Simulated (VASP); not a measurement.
C, 2 atoms in the cell. Symmetry: Fd-3m, No. 227, cubic system. Conventional cell: a = 3.567 Å, b = 3.567 Å, c = 3.567 Å, α = 90.00°, β = 90.00°, γ = 90.00°. C (site symmetry -43m) is surrounded by 4 C at 1.54 Å. This isn't the form of C at room conditions, which is graphite.

| Property | Result |
| --- | --- |
| Program | VASP 6.6.1 |
| Task | relaxation of cell and atoms |
| Functional | PBE |
| Potentials or basis | VASP PAW PBE potentials, release 64 (C) |
| Cutoff | 600 eV |
| k mesh | 13 × 13 × 13 |
| Occupations | fermi-dirac, width 0.05 eV |
| Spin | no spin polarisation |
| Further INCAR settings | ALGO = Fast; EDIFF = 1e-06; IBRION = 2; EDIFFG = -0.01; NSW = 40; ISIF = 3 |

Potentials or basis: VASP PAW PBE potentials, release 64 (C).

Run with:

```sh
$ cat potpaw_PBE.64/C/POTCAR > POTCAR
$ mpirun -np 1 vasp_std > vasp.out
```

Hardware: 1 thread of Intel(R) Xeon(R) Platinum 8375C CPU @ 2.90GHz (Ice Lake), with other jobs on the host.

**Question.** Estimate the wall time of this run.

**Answer.** Wall time 12 s on 1 thread of Intel(R) Xeon(R) Platinum 8375C CPU @ 2.90GHz (Ice Lake), with other jobs on the host, peak memory 0.12 GiB. Counts: scf iterations 21, k points 84, ion steps 3.
